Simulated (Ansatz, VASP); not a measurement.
## Ta: VASP beside Ansatz

File INCAR:

```
SYSTEM = Ta
PREC = Accurate ; ENCUT = 520
EDIFF = 1E-7 ; ISMEAR = -1
SIGMA = 0.03 ; LREAL = .FALSE.
LASPH = .TRUE. ; NELM = 80
ALGO = Normal ; ISIF = 2
LWAVE = .FALSE. ; LCHARG = .TRUE.
GGA = PE ; LELF = .TRUE.
LVHAR = .TRUE. ; NBANDS = 12
```

File KPOINTS:

```
Automatic mesh
0
G
  13 13 13
  0 0 0
```

File POSCAR:

```
Ta
1.0
    2.7778048084      0.0000000000      0.0000000000
    0.0000000000      2.7778048084      0.0000000000
    0.0000000000      0.0000000000      2.7778048084
Ta
1
Direct
    0.0000000000      0.0000000000      0.0000000000
```

Input for Ansatz:

```yaml
crystal:
  lattice:
    - [2.7778048084, 0.0, 0.0]
    - [0.0, 2.7778048084, 0.0]
    - [0.0, 0.0, 2.7778048084]
  atoms:
    - { symbol: Ta, position: [0.0, 0.0, 0.0] }
kpoints:
  mp_grid: { grid: [13, 13, 13] }
scf:
  occupations: { method: fermi_dirac, width: 0.03 }
hamiltonian:
  xc: pbe
  pseudopotentials: { kind: all_electron, lapw: { basis_error: 0.0005 } }
output:
  forces: true
  stress: true
  eigenvalues: true
```

Change from the starting cell: volume scaled by 1.04.

Alike in both runs: task single point; functional PBE; k mesh 13 × 13 × 13; occupations fermi-dirac, width 0.03 eV; no spin polarisation.

|  | VASP | Ansatz |
| --- | --- | --- |
| version | VASP 6.6.1 | Ansatz 0.2.0 |
| potentials or method | VASP PAW PBE potentials, release 64 (Ta_pv) | all-electron LAPW, scalar-relativistic |
| plane-wave cutoff (eV) | 520 | see its input |

|  | VASP | Ansatz | Ansatz less VASP |
| --- | --- | --- | --- |
| pressure (GPa) | -5.2 | -5.3 | -0.08 |

Ansatz ran all-electron here, so the differences hold the error of VASP's frozen core and of both bases.

Spin-orbit coupling is left out, which matters for the levels of Ta.
